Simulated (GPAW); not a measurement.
# HfN (P6_3/mmc) in GPAW: settings compared, part 2 of 2

GPAW 26.7.0. The steps go on from the part before.

### 3 Relaxation of cell and atoms, PBEsol+D3(BJ)+ATM

run.py reads:

```python
from ase import Atoms
from ase.calculators.mixing import SumCalculator
from ase.filters import FrechetCellFilter
from ase.io import write
from ase.optimize import BFGS
from dftd3.ase import DFTD3
from gpaw import GPAW, PW, setup_paths

setup_paths.insert(0, '.')

atoms = Atoms(['Hf', 'Hf', 'N', 'N'],
              cell=[[3.1339080219, 0.0, 0.0],
                    [-1.566954011, 2.7140439601, 0.0],
                    [0.0, 0.0, 5.41676772]],
              scaled_positions=[[0.3333333333, 0.6666666667, 0.25],
                                [0.6666666667, 0.3333333333, 0.75],
                                [0.0, 0.0, 0.5],
                                [0.0, 0.0, 0.0]],
              pbc=True)

calc = GPAW(mode=PW(800),
            xc='PBEsol',
            kpts={'size': (7, 7, 4), 'gamma': True},
            occupations={'name': 'fermi-dirac', 'width': 0.05},
            nbands=33,
            convergence={'density': 1e-05, 'forces': 0.0001},
            maxiter=150,
            txt='gpaw.txt')
atoms.calc = SumCalculator([calc, DFTD3(damping='d3bj', params_tweaks=dict(method='pbesol', atm=True))])
opt = BFGS(FrechetCellFilter(atoms), trajectory='relax.traj', logfile='-')
done = opt.run(fmax=0.02, steps=60)
calc.write('gs.gpw')
write('result.traj', atoms)
print('Converged:', done)
print('Cell:', atoms.cell.cellpar().round(4))
print('Volume:', round(atoms.get_volume(), 4))
print(atoms.get_scaled_positions().round(5))
```

Potentials or basis: PAW data sets generated in the run's folder for this functional, pw.

The run is started by

```sh
$ gpaw-setup -f PBEsol Hf N
$ OMP_NUM_THREADS=1 python run.py
```

gpaw.txt:

```text
__  _  _
 | _ |_)|_||  |
 |__||  | ||/\| - 26.7.0

Input parameters:
  mode=PW(ecut=800.0),
  convergence={'density': 1e-05, 'forces': 0.0001},
  kpts=MonkhorstPack(size=(7, 7, 4), gamma=True),
  maxiter=150,
  nbands=33,
  occupations=Occupations(name='fermi-dirac', width=0.05),
  xc=XC(name='PBEsol')

Diagonalizing LCAO Hamiltonian
Converting LCAO to pw mode

            Hf

       N Hf

       N

Atoms  # Å, Bohr magnetons
|   | symbol |         x |        y |        z |    initial magnetic moments |
|---|--------|-----------|----------|----------|-----------------------------|
| 0 |     Hf | -0.000000 | 1.809363 | 1.354192 | ( 0.0000,  0.0000,  0.0000) |
| 1 |     Hf |  1.566954 | 0.904681 | 4.062576 | ( 0.0000,  0.0000,  0.0000) |
| 2 |      N |  0.000000 | 0.000000 | 2.708384 | ( 0.0000,  0.0000,  0.0000) |
| 3 |      N |  0.000000 | 0.000000 | 0.000000 | ( 0.0000,  0.0000,  0.0000) |

Unit cell  # Å
| periodic |         x |        y |        z |  lengths |     angles |
|----------|-----------|----------|----------|----------|------------|
|      yes |  3.133908 | 0.000000 | 0.000000 | 3.133908 |  90.000000 |
|      yes | -1.566954 | 2.714044 | 0.000000 | 3.133908 |  90.000000 |
|      yes |  0.000000 | 0.000000 | 5.416768 | 5.416768 | 120.000000 |

Number of symmetries: 12
Symmetry operations  # r_c * U_cc + t_c -> r_c
|    | kind |            matrix            |
|----|------|------------------------------|
|  0 |  σ   |  1, 1, 0,  0,-1, 0,  0, 0, 1 |
|  1 |  S6  |  1, 1, 0, -1, 0, 0,  0, 0,-1 |
|  2 |  E   |  1, 0, 0,  0, 1, 0,  0, 0, 1 |
|  3 |  C2  |  1, 0, 0, -1,-1, 0,  0, 0,-1 |
|  4 |  C2  |  0, 1, 0,  1, 0, 0,  0, 0,-1 |
|  5 |  C3  |  0, 1, 0, -1,-1, 0,  0, 0, 1 |
|  6 |  S6  |  0,-1, 0,  1, 1, 0,  0, 0,-1 |
|  7 |  σ   |  0,-1, 0, -1, 0, 0,  0, 0, 1 |
|  8 |  σ   | -1, 0, 0,  1, 1, 0,  0, 0, 1 |
[... 137 lines left out ...]
SCF iterations
|iter     | |      energy | eigst |  dens |force |
|---------|-|-------------|-------|-------|------|
|iter:   1| |  -44.371084 | -0.04 |       |      |
|iter:   2| |  -43.325743 | -2.08 | -0.92 |      |
|iter:   3| |  -40.885346 | -1.26 | -0.98 |      |
|iter:   4| |  -40.895156 | -2.86 | -1.64 |      |
|iter:   5| |  -40.909199 | -3.11 | -1.86 |      |
|iter:   6| |  -40.909332c| -4.48 | -2.89 |      |
|iter:   7| |  -40.909045c| -4.77 | -3.09 |      |
|iter:   8| |  -40.909039c| -6.15 | -3.51 |      |
|iter:   9| |  -40.909039c| -7.63c| -4.16 |      |
|iter:  10| |  -40.909039c| -8.10c| -4.99 |      |
|iter:  11| |  -40.909039c| -9.06c| -5.62c|      |
|iter:  12| |  -40.909039c|-10.02c| -6.33c|-4.91c|

Converged in 12 steps
Energy contributions relative to reference atoms: (reference = -822476.690814)

Energy contributions:
  Kinetic:          39.355130
  Coulomb:         -40.007646
  Zero:             -0.540023
  External:          0.000000
  Xc:              -39.711180
  Entropy:          -0.010639
  Spinorbit:         0.000000
  ----------------------------
  Free energy:     -40.914359
  Extrapolated:    -40.909039
[... 38 lines left out ...]
Forces  # eV/Ang
|        x |        y |        z |
|----------|----------|----------|
|  0.00000 |  0.00000 | -0.00000 |  # Hf   0
| -0.00000 | -0.00000 |  0.00000 |  # Hf   1
|  0.00000 |  0.00000 |  0.00000 |  # N    2
|  0.00000 |  0.00000 |  0.00000 |  # N    3

Interpolating wave functions to new cell

            Hf

       N Hf

       N

Atoms  # Å, Bohr magnetons
|   | symbol |         x |        y |        z |    initial magnetic moments |
|---|--------|-----------|----------|----------|-----------------------------|
| 0 |     Hf | -0.000000 | 1.806551 | 1.351712 | ( 0.0000,  0.0000,  0.0000) |
| 1 |     Hf |  1.564519 | 0.903276 | 4.055135 | ( 0.0000,  0.0000,  0.0000) |
| 2 |      N |  0.000000 | 0.000000 | 2.703423 | ( 0.0000,  0.0000,  0.0000) |
| 3 |      N |  0.000000 | 0.000000 | 0.000000 | ( 0.0000,  0.0000,  0.0000) |

Unit cell  # Å
| periodic |         x |         y |         z |  lengths |     angles |
|----------|-----------|-----------|-----------|----------|------------|
|      yes |  3.129039 | -0.000000 |  0.000000 | 3.129039 |  90.000000 |
|      yes | -1.564519 |  2.709827 | -0.000000 | 3.129039 |  90.000000 |
|      yes |  0.000000 | -0.000000 |  5.406847 | 5.406847 | 120.000000 |

Number of symmetries: 12
Symmetry operations  # r_c * U_cc + t_c -> r_c
|    | kind |            matrix            |
|----|------|------------------------------|
|  0 |  σ   |  1, 1, 0,  0,-1, 0,  0, 0, 1 |
|  1 |  S6  |  1, 1, 0, -1, 0, 0,  0, 0,-1 |
|  2 |  E   |  1, 0, 0,  0, 1, 0,  0, 0, 1 |
|  3 |  C2  |  1, 0, 0, -1,-1, 0,  0, 0,-1 |
|  4 |  C2  |  0, 1, 0,  1, 0, 0,  0, 0,-1 |
|  5 |  C3  |  0, 1, 0, -1,-1, 0,  0, 0, 1 |
|  6 |  S6  |  0,-1, 0,  1, 1, 0,  0, 0,-1 |
|  7 |  σ   |  0,-1, 0, -1, 0, 0,  0, 0, 1 |
|  8 |  σ   | -1, 0, 0,  1, 1, 0,  0, 0, 1 |
[... 137 lines left out ...]
SCF iterations
|iter     | |      energy | eigst |  dens |force |
|---------|-|-------------|-------|-------|------|
|iter:   1| |  -40.911525 | -2.61 |       |      |
|iter:   2| |  -40.911253 | -5.26 | -2.57 |      |
|iter:   3| |  -40.910121c| -4.48 | -2.62 |      |
|iter:   4| |  -40.910132c| -5.67 | -3.35 |      |
|iter:   5| |  -40.910141c| -7.10 | -3.91 |      |
|iter:   6| |  -40.910141c| -7.82c| -4.37 |      |
|iter:   7| |  -40.910141c| -8.85c| -5.42c|      |
|iter:   8| |  -40.910141c| -9.40c| -5.83c|-4.19c|

Converged in 8 steps
Energy contributions relative to reference atoms: (reference = -822476.690814)

Energy contributions:
  Kinetic:          41.168076
  Coulomb:         -41.512145
  Zero:             -0.537554
  External:          0.000000
  Xc:              -40.023216
  Entropy:          -0.010603
  Spinorbit:         0.000000
  ----------------------------
  Free energy:     -40.915443
  Extrapolated:    -40.910141
[... 28 lines left out ...]
No gap
No difference between direct/indirect transitions

Stress tensor  # eV/Ang^3
|         x |        y |         z |
|-----------|----------|-----------|
|  0.001802 | 0.000000 | -0.000000 |
|  0.000000 | 0.001802 |  0.000000 |
| -0.000000 | 0.000000 |  0.007598 |

Forces  # eV/Ang
|       x |        y |        z |
|---------|----------|----------|
| 0.00000 |  0.00000 | -0.00004 |  # Hf   0
| 0.00000 |  0.00000 |  0.00004 |  # Hf   1
| 0.00000 | -0.00000 |  0.00000 |  # N    2
| 0.00000 |  0.00000 |  0.00000 |  # N    3

Interpolating wave functions to new cell

            Hf

       N Hf

       N

Atoms  # Å, Bohr magnetons
|   | symbol |         x |         y |        z |    initial magnetic moments |
|---|--------|-----------|-----------|----------|-----------------------------|
| 0 |     Hf | -0.000000 |  1.796314 | 1.342532 | ( 0.0000,  0.0000,  0.0000) |
| 1 |     Hf |  1.555654 |  0.898157 | 4.027608 | ( 0.0000,  0.0000,  0.0000) |
| 2 |      N |  0.000000 | -0.000000 | 2.685070 | ( 0.0000,  0.0000,  0.0000) |
| 3 |      N | -0.000000 |  0.000000 | 0.000000 | ( 0.0000,  0.0000,  0.0000) |

Unit cell  # Å
| periodic |         x |         y |         z |  lengths |     angles |
|----------|-----------|-----------|-----------|----------|------------|
|      yes |  3.111308 |  0.000000 |  0.000000 | 3.111308 |  90.000000 |
|      yes | -1.555654 |  2.694471 | -0.000000 | 3.111308 |  90.000000 |
|      yes |  0.000000 | -0.000000 |  5.370140 | 5.370140 | 120.000000 |

Number of symmetries: 12
Symmetry operations  # r_c * U_cc + t_c -> r_c
|    | kind |            matrix            |
|----|------|------------------------------|
|  0 |  σ   |  1, 1, 0,  0,-1, 0,  0, 0, 1 |
|  1 |  S6  |  1, 1, 0, -1, 0, 0,  0, 0,-1 |
|  2 |  E   |  1, 0, 0,  0, 1, 0,  0, 0, 1 |
|  3 |  C2  |  1, 0, 0, -1,-1, 0,  0, 0,-1 |
|  4 |  C2  |  0, 1, 0,  1, 0, 0,  0, 0,-1 |
|  5 |  C3  |  0, 1, 0, -1,-1, 0,  0, 0, 1 |
|  6 |  S6  |  0,-1, 0,  1, 1, 0,  0, 0,-1 |
|  7 |  σ   |  0,-1, 0, -1, 0, 0,  0, 0, 1 |
|  8 |  σ   | -1, 0, 0,  1, 1, 0,  0, 0, 1 |
[... 137 lines left out ...]
SCF iterations
|iter     | |      energy | eigst |  dens |force |
|---------|-|-------------|-------|-------|------|
|iter:   1| |  -40.915833 | -1.49 |       |      |
|iter:   2| |  -40.912121 | -4.15 | -2.02 |      |
|iter:   3| |  -40.896403 | -3.36 | -2.06 |      |
|iter:   4| |  -40.896513c| -4.58 | -2.83 |      |
|iter:   5| |  -40.896629c| -6.03 | -3.46 |      |
|iter:   6| |  -40.896636c| -6.83 | -3.99 |      |
|iter:   7| |  -40.896636c| -7.90c| -4.79 |      |
|iter:   8| |  -40.896636c| -7.68c| -4.77 |      |
|iter:   9| |  -40.896636c| -7.94c| -5.30c|      |
|iter:  10| |  -40.896636c| -9.35c| -6.09c|-5.32c|

Converged in 10 steps
Energy contributions relative to reference atoms: (reference = -822476.690814)

Energy contributions:
  Kinetic:          47.990269
  Coulomb:         -47.167129
  Zero:             -0.528901
  External:          0.000000
  Xc:              -41.185615
  Entropy:          -0.010518
  Spinorbit:         0.000000
  ----------------------------
  Free energy:     -40.901895
  Extrapolated:    -40.896636
[... 28 lines left out ...]
No gap
No difference between direct/indirect transitions

Stress tensor  # eV/Ang^3
|         x |         y |         z |
|-----------|-----------|-----------|
| -0.030388 | -0.000000 |  0.000000 |
| -0.000000 | -0.030388 |  0.000000 |
|  0.000000 |  0.000000 | -0.028352 |

Forces  # eV/Ang
|        x |        y |        z |
|----------|----------|----------|
| -0.00000 |  0.00000 |  0.00004 |  # Hf   0
|  0.00000 | -0.00000 | -0.00004 |  # Hf   1
| -0.00000 |  0.00000 |  0.00000 |  # N    2
| -0.00000 |  0.00000 |  0.00000 |  # N    3

# Writing to gs.gpw (mode='')
```

It took 1.8 min on 1 thread of Arm Neoverse V2, shared host; peak memory 0.3 GiB.

What came out:

* Free energy: -42.3388 eV
* Relaxed volume: 11.25 Å³/atom
* Relaxed cell: a = 3.111 Å, b = 3.111 Å, c = 5.370 Å, α = 90.00°, β = 90.00°, γ = 120.00°
* Space group after relaxing (to 0.05 Å): P6_3/mmc (No. 194)
* Energy gained by relaxing: 4.3 meV/atom
* Ionic steps: 3
* Pressure after relaxing: 0.1 GPa
* Band gap on the k mesh: none (metal or under the smearing width)
* Dispersion energy per atom: -0.359 eV

Stress tensor (GPa, compression positive):
```
 0.26  0.00  0.00
 0.00  0.26  0.00
 0.00  0.00 -0.08
```

Step by step:
```csv
step,energy change (eV),largest force (eV/Å),pressure (GPa),volume (Å³)
1,0.0000,0.0000,-6.42,46.07
2,-0.0075,0.0000,-5.07,45.85
3,-0.0173,0.0000,0.15,45.02
```

Final structure:
```xyz
4
Lattice="3.1113 0.0000 0.0000 -1.5557 2.6945 0.0000 0.0000 0.0000 5.3701" Properties=species:S:1:pos:R:3 pbc="T T T"
Hf    0.0000    1.7963    1.3425
Hf    1.5557    0.8982    4.0276
N     0.0000    0.0000    2.6851
N     0.0000    0.0000    0.0000
```

Caveat: later steps reuse the first step's grids; pairwise dispersion overbinds metals, which lowers pressure and volume.
